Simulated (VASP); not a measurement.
# WS2 in VASP: notebook

Runs on WS2. Level: PBE+D3(BJ). Tasks: single point.

Everything below comes from runs of VASP 6.6.1. Logs are shortened: lines on timing, memory, paths and dates and some standing lists are left out, and cuts for length are marked.

## (1) The slab as given

The cell holds a slab with vacuum, 6 atoms: a = 3.160 Å, b = 3.160 Å, c = 45.207 Å, α = 90.00°, β = 90.00°, γ = 120.00°.

## (2) Single point, PBE+D3(BJ)

Input file INCAR:

```
SYSTEM = WS2
  ALGO = Fast
  DIPOL = 0.5 0.5 0.500
  EDIFF = 1E-6
  ENCUT = 520
  GGA = PE
  IDIPOL = 3
  ISIF = 2
  ISMEAR = 0
  IVDW = 12
  LASPH = .TRUE.
  LCHARG = .TRUE.
  LDIPOL = .TRUE.
  LELF = .TRUE.
  LREAL = .FALSE.
  LVACPOTAV = .TRUE.
  LVHAR = .TRUE.
  LWAVE = .FALSE.
  NBANDS = 35
  NELM = 100
  PREC = Accurate
  SIGMA = 0.02
```

Input file KPOINTS:

```
k-points
0
G
  12 12 1
  0 0 0
```

Input file POSCAR:

```
WS2
1.0
    3.1597400268      0.0000000000      0.0000000000
   -1.5798700134      2.7364151325      0.0000000000
    0.0000000000      0.0000000000     45.2072918720
S W
4 2
Direct
    0.3333333333      0.6666666667      0.3971632847
    0.3333333333      0.6666666667      0.4668016049
    0.0000000000      0.0000000000      0.5331984121
    0.0000000000      0.0000000000      0.6028367318
    0.6666666667      0.3333333333      0.4320293851
    0.6666666667      0.3333333333      0.5679705814
```

Potentials or basis: VASP PAW PBE potentials, release 64 (S, W_sv).

Run with:

```bash
$ cat potpaw_PBE.64/S/POTCAR potpaw_PBE.64/W_sv/POTCAR > POTCAR
$ mpirun -np 1 vasp_std > vasp.out
```

OUTCAR:

```text
SYSTEM = WS2
   EDIFF = 1E-6
   ENCUT = 520
   GGA = PE
   ISIF = 2
   ISMEAR = 0
   IVDW = 12
   LASPH = .TRUE.
   LREAL = .FALSE.
   NELM = 100
   PREC = Accurate
 IVDW          = 12

 ion  position               nearest neighbor table
   1  0.333  0.667  0.397-   5 2.41   5 2.41   5 2.41
   2  0.333  0.667  0.467-   5 2.41   5 2.41   5 2.41
   3  0.000  0.000  0.533-   6 2.41   6 2.41   6 2.41
   4  0.000  0.000  0.603-   6 2.41   6 2.41   6 2.41
   5  0.667  0.333  0.432-   2 2.41   2 2.41   2 2.41   1 2.41   1 2.41   1 2.41
   6  0.667  0.333  0.568-   3 2.41   3 2.41   3 2.41   4 2.41   4 2.41   4 2.41

  LATTYP: Found a hexagonal cell.
 ALAT       =     3.1597400268
 C/A-ratio  =    14.3072820829

  Lattice vectors:

 A1 = (   3.1597400268,   0.0000000000,   0.0000000000)
 A2 = (  -1.5798700134,   2.7364151325,   0.0000000000)
 A3 = (   0.0000000000,   0.0000000000,  45.2072918720)

Analysis of symmetry for initial positions (statically):
=====================================================================
 Subroutine PRICEL returns:
 Original cell was already a primitive cell.

 Routine SETGRP: Setting up the symmetry group for a
 hexagonal supercell.

 Subroutine GETGRP returns: Found 12 space group operations
 (whereof  6 operations were pure point group operations)
 out of a pool of 24 trial point group operations.

The static configuration has the point symmetry C_3v.
 The point group associated with its full space group is D_3d.

Analysis of symmetry for dynamics (positions and initial velocities):
=====================================================================
 Subroutine PRICEL returns:
 Original cell was already a primitive cell.

 Routine SETGRP: Setting up the symmetry group for a
 hexagonal supercell.

 Subroutine GETGRP returns: Found 12 space group operations
 (whereof  6 operations were pure point group operations)
 out of a pool of 24 trial point group operations.

The dynamic configuration has the point symmetry C_3v.
 The point group associated with its full space group is D_3d.

 Subroutine INISYM returns: Found 12 space group operations
 (whereof  6 operations are pure point group operations),
 and found     1 'primitive' translations

----------------------------------------------------------------------------------------

                                     Primitive cell

  volume of cell :     390.8785

  direct lattice vectors                    reciprocal lattice vectors
     3.159740027  0.000000000  0.000000000     0.316481733  0.182720814  0.000000000
[... 99 lines left out ...]
   NELECT =      52.0000    total number of electrons
   NUPDOWN=      -1.0000    fix difference up-down
   EMIN   =  10.00;   EMAX   =-10.00  energy-range for DOS
   EFERMI =   0.00;   METHOD = LEGACY
   ISMEAR =     0;   SIGMA  =   0.02  broadening in eV -4-tet -1-fermi 0-gaus
   EFERMI_NEDOS =   21; number of points for ismear=-14 and -15
   IALGO  =     68    algorithm
   IMIX   =      4    mixing-type and parameters
     AMIX     =   0.40;   BMIX     =  1.00
     AMIX_MAG =   1.60;   BMIX_MAG =  1.00
  volume/ion in A,a.u.               =      65.15       439.63
  Fermi-wavevector in a.u.,A,eV,Ry     =   0.835722  1.579286  9.502742  0.698432
  Thomas-Fermi vector in A             =   1.949328
   LORBIT       =      0    0 simple, 1 ext, 2 COOP (PROOUT), +10 PAW based schemes
   GGA     = PE    functional components
   LHFCALC =     F    Hartree Fock is set to
   AEXX    =    0.0000 exact exchange contribution
   IVDW    =    12    specifies the selected vdW correction
   LEPSILON=     F    determine dielectric tensor
   LRPA    =     F    only Hartree local field effects (RPA)
 non-spin polarized calculation
 RMM-DIIS sequential band-by-band and
 Gauss-broadening in eV      SIGMA  =   0.02
  energy-cutoff  :      520.00
  volume of cell :      390.88
 maximum number of plane-waves:     10578
 NGX is ok and might be reduce to    24
   NGX = 11   NGY = 11   NGZ =169

 dipolmoment           0.000000      0.000000     -0.000000 electrons x Angstroem

 number of electron      51.9999993 magnetization

 dipolmoment           0.000000      0.000000      0.000004 electrons x Angstroem

 Free energy of the ion-electron system (eV)
  ---------------------------------------------------
  ext. energy  EPLUGINS =         0.00000000
  ---------------------------------------------------
  free energy    TOTEN  =       -47.25529160 eV

  energy without entropy =      -47.25529160  energy(sigma->0) =      -47.25529160

 E-fermi :  -1.6758     XC(G=0):  -3.2512

 val. band max:       -1.8559697565   @ k =   0.0000   0.0000   0.0000
 cond. band min:      -0.4041717591   @ k =   0.1667   0.1667   0.0000
 fundamental gap:      1.4517979974
 Fermi energy:        -1.6758226950

 k-point     1 :       0.0000    0.0000    0.0000
  band No.  band energies     occupation
      1     -76.2561      2.00000
      2     -76.2561      2.00000
      3     -40.5101      2.00000
      4     -40.5100      2.00000
      5     -40.3351      2.00000
      6     -40.3351      2.00000
[... 711 lines left out ...]
     34       3.4173      0.00000
     35       3.7627      0.00000

------------------------ aborting loop because EDIFF is reached ----------------------------------------

 Edisp (eV)   -2.19902

 E8    (eV) :    -0.9566

  FORCE on cell =-STRESS in cart. coord.  units (eV):
  Direction    XX          YY          ZZ          XY          YZ          ZX
  --------------------------------------------------------------------------------------
  -------------------------------------------------------------------------------------
  Total      -0.03264    -0.03264    -0.05638     0.00000    -0.00000     0.00000
  in kB      -0.13379    -0.13379    -0.23110     0.00000    -0.00000     0.00000
  external pressure =       -0.17 kB  Pullay stress =        0.00 kB

 VOLUME and BASIS-vectors are now :
 -----------------------------------------------------------------------------
  energy-cutoff  :      520.00
  volume of cell :      390.88
      direct lattice vectors                 reciprocal lattice vectors
     3.159740027  0.000000000  0.000000000     0.316481733  0.182720814  0.000000000
    -1.579870013  2.736415132  0.000000000     0.000000000  0.365441628  0.000000000
     0.000000000  0.000000000 45.207291872     0.000000000  0.000000000  0.022120325

 POSITION                                       TOTAL-FORCE (eV/Angst)
 -----------------------------------------------------------------------------------
     -0.00000      1.82428     17.95468        -0.000000      0.000000     -0.001330
     -0.00000      1.82428     21.10284        -0.000000      0.000000      0.004268
      0.00000      0.00000     24.10446         0.000000     -0.000000     -0.004268
      0.00000      0.00000     27.25262         0.000000     -0.000000      0.001330
      1.57987      0.91214     19.53088        -0.000000      0.000000     -0.000463
      1.57987      0.91214     25.67641         0.000000     -0.000000      0.000463
 -----------------------------------------------------------------------------------
    total drift:                               -0.000000      0.000000      0.002046

  FREE ENERGIE OF THE ION-ELECTRON SYSTEM (eV)
  ---------------------------------------------------
  free  energy   TOTEN  =       -49.4543079179 eV

  energy  without entropy=      -49.4543079179  energy(sigma->0) =      -49.45430792

 vacuum level on the upper side and lower side of the slab         3.408         3.407
```

stdout:

```text
POSCAR found type information on POSCAR S W
 POSCAR found :  2 types and       6 ions
 scaLAPACK will be used
 LDA part: xc-table for (Slater+PW92), standard interpolation
 POSCAR, INCAR and KPOINTS ok, starting setup
 FFT: planning ... GRIDC
 FFT: planning ... GRID_SOFT
 FFT: planning ... GRID
 WAVECAR not read
 entering main loop
 -----------------------------------------------------------------------------
|                                                                             |
|           W    W    AA    RRRRR   N    N  II  N    N   GGGG   !!!           |
|           W    W   A  A   R    R  NN   N  II  NN   N  G    G  !!!           |
|           W    W  A    A  R    R  N N  N  II  N N  N  G       !!!           |
|           W WW W  AAAAAA  RRRRR   N  N N  II  N  N N  G  GGG   !            |
|           WW  WW  A    A  R   R   N   NN  II  N   NN  G    G                |
|           W    W  A    A  R    R  N    N  II  N    N   GGGG   !!!           |
|                                                                             |
|     Did not find any points to average over, which means that no vacuum     |
|     field-free region was found. Please increase the size of  your cell     |
|     in the dimension of the dipole correction to obtain accurate            |
|     workfunction values.                                                    |
|                                                                             |
 -----------------------------------------------------------------------------
```

Wall time 7.4 min (1 thread of Intel Xeon Platinum 8488C (Sapphire Rapids), shared host); peak memory 0.58 GiB.

What came out:

```
Free energy                            : -49.4543 eV
Largest force                          : 0.004 eV/Å
Band gap on the k mesh                 : 1.45 eV, indirect (least direct gap 1.91 eV)
Dispersion energy per atom             : -0.367 eV
Ionisation potential of the upper face : 5.26 eV
```

Forces on the atoms (eV/Å):
```
S    0.000  0.000 -0.001
S    0.000  0.000  0.004
S    0.000  0.000 -0.004
S    0.000  0.000  0.001
W    0.000  0.000  0.000
W    0.000  0.000  0.000
```

Caveat: spin-orbit coupling is left out, which moves the levels of the heavy elements.

## (3) Single point, PBE+D3(BJ)

Input file INCAR:

```
PREC = Accurate
ENCUT = 520
EDIFF = 1E-6
ISMEAR = 0
SIGMA = 0.02
LREAL = F
LASPH = T
NELM = 100
ALGO = Fast
ISIF = 2
LWAVE = F
LCHARG = T
LDIPOL = T
IDIPOL = 3
DIPOL = 0.5 0.5 0.500
GGA = PE
IVDW = 12
LELF = T
LVHAR = T
LVACPOTAV = T
NBANDS = 35
```

Input file KPOINTS:

```
Automatic mesh
0
Gamma
  12 12 1
```

Input file POSCAR:

```
WS2
1.0
    3.1597400268      0.0000000000      0.0000000000
   -1.5798700134      2.7364151325      0.0000000000
    0.0000000000      0.0000000000     45.2072918720
S W
4 2
Direct
    0.3333333333      0.6666666667      0.3916872845
    0.3333333333      0.6666666667      0.4613617608
    0.3333333333      0.6666666667      0.5386382196
    0.3333333333      0.6666666667      0.6083126985
    0.6666666667      0.3333333333      0.4265467686
    0.0000000000      0.0000000000      0.5734532680
```

Potentials or basis: VASP PAW PBE potentials, release 64 (S, W_sv).

Run with:

```bash
$ cat potpaw_PBE.64/S/POTCAR potpaw_PBE.64/W_sv/POTCAR > POTCAR
$ mpirun -np 1 vasp_std > vasp.out
```

It took 9.5 min on 1 thread of Intel Xeon Platinum 8488C (Sapphire Rapids), shared host; peak memory 0.58 GiB.

It converged, with:

```yaml
Free_energy: -49.3880 eV
Largest_force: 0.006 eV/Å
Band_gap_on_the_k_mesh: 1.65 eV, indirect (least direct gap 1.92 eV)
Dispersion_energy_per_atom: -0.350 eV
Ionisation_potential_of_the_upper_face: 5.46 eV
```

Forces in eV/Å, atoms in the order of the input:
```
S    0.000  0.000 -0.001
S    0.000  0.000  0.006
S    0.000  0.000 -0.006
S    0.000  0.000  0.001
W    0.000  0.000 -0.003
W    0.000  0.000  0.003
```

Levels at points of the mesh, in eV from the valence-band top:
```csv
k point,band 22,band 23,band 24,band 25,band 26,band 27,band 28,band 29,band 30,band 31
"(0.00, 0.00, 0.00)",-1.78,-1.77,-1.77,-0.52,0.00,2.71,2.71,2.75,2.75,2.85
"(0.50, 0.00, 0.00)",-2.23,-1.44,-1.41,-1.24,-1.05,2.75,2.76,3.09,3.21,3.84
```

Caveat: spin-orbit coupling is left out, which moves the levels of the heavy elements. As with any semilocal functional, this PBE gap is likely too small.

## (4) Single point, PBE+D3(BJ)

This run uses another cell than the first one: it holds 3 atoms, not 6.

Input file INCAR:

```
PREC     = Accurate       # precision mode
ENCUT    = 520            # plane-wave cutoff, eV
EDIFF    = 1E-6           # SCF threshold, eV
ISMEAR   = 0              # smearing method
SIGMA    = 0.1            # smearing width, eV
LREAL    = F              # projectors in reciprocal space
LASPH    = T              # aspherical terms in the spheres
NELM     = 60             # most SCF steps
ALGO     = Normal         # electronic algorithm
ISIF     = 2              # what is computed and relaxed
LWAVE    = F              # write WAVECAR
LCHARG   = F              # write CHGCAR
GGA      = PE             # functional
IVDW     = 12             # dispersion correction
NBANDS   = 20             # bands
```

Input file KPOINTS:

```
regular mesh
0
Gamma
  6 6 6
```

Input file POSCAR:

```
WS2
1.0
    1.5790003843      0.9116362969      6.1633300000
   -1.5790003843      0.9116362969      6.1633300000
    0.0000000000     -1.8232725938      6.1633300000
W S
1 2
Direct
    0.0000000000      0.0000000000      0.0000000000
    0.7503000000      0.7503000000      0.7503000000
    0.5810000000      0.5810000000      0.5810000000
```

Potentials or basis: VASP PAW PBE potentials, release 64 (W_sv, S).

Run with:

```bash
$ cat potpaw_PBE.64/W_sv/POTCAR potpaw_PBE.64/S/POTCAR > POTCAR
$ mpirun -np 1 vasp_std > vasp.out
```

Wall time 80 s (1 thread of Intel Xeon Platinum 8488C (Sapphire Rapids), shared host); peak memory 0.32 GiB.

The run converged. Its results:

```yaml
Free_energy: -24.8858 eV
Pressure: 0.5 GPa
Largest_force: 0.608 eV/Å
Band_gap_on_the_k_mesh: 1.03 eV, indirect (least direct gap 1.90 eV)
Dispersion_energy_per_atom: -0.427 eV
```

Forces in eV/Å, atoms in the order of the input:
```
W    0.000  0.000 -0.608
S    0.000  0.000  0.524
S    0.000  0.000  0.084
```

Stress tensor (GPa, compression positive):
```
0.37 0.00 0.00
0.00 0.37 0.00
0.00 0.00 0.80
```

Levels at points of the mesh, in eV from the valence-band top:
| k point | band 10 | band 11 | band 12 | band 13 | band 14 | band 15 | band 16 | band 17 |
| --- | --- | --- | --- | --- | --- | --- | --- | --- |
| (0.00, 0.00, 0.00) | -2.29 | -2.29 | -1.58 | -1.19 | 2.19 | 2.19 | 2.54 | 2.54 |
| (0.50, 0.00, 0.00) | -4.16 | -2.59 | -1.82 | -1.72 | 2.32 | 2.62 | 3.65 | 3.88 |
| (0.50, 0.50, 0.00) | -4.08 | -3.19 | -2.02 | -1.55 | 2.28 | 2.73 | 3.24 | 4.38 |
| (0.50, 0.50, 0.50) | -3.55 | -2.26 | -2.26 | 0.00 | 2.31 | 2.31 | 2.38 | 2.38 |

Caveat: spin-orbit coupling is left out, which moves the levels of the heavy elements. A k mesh can miss the band edges.
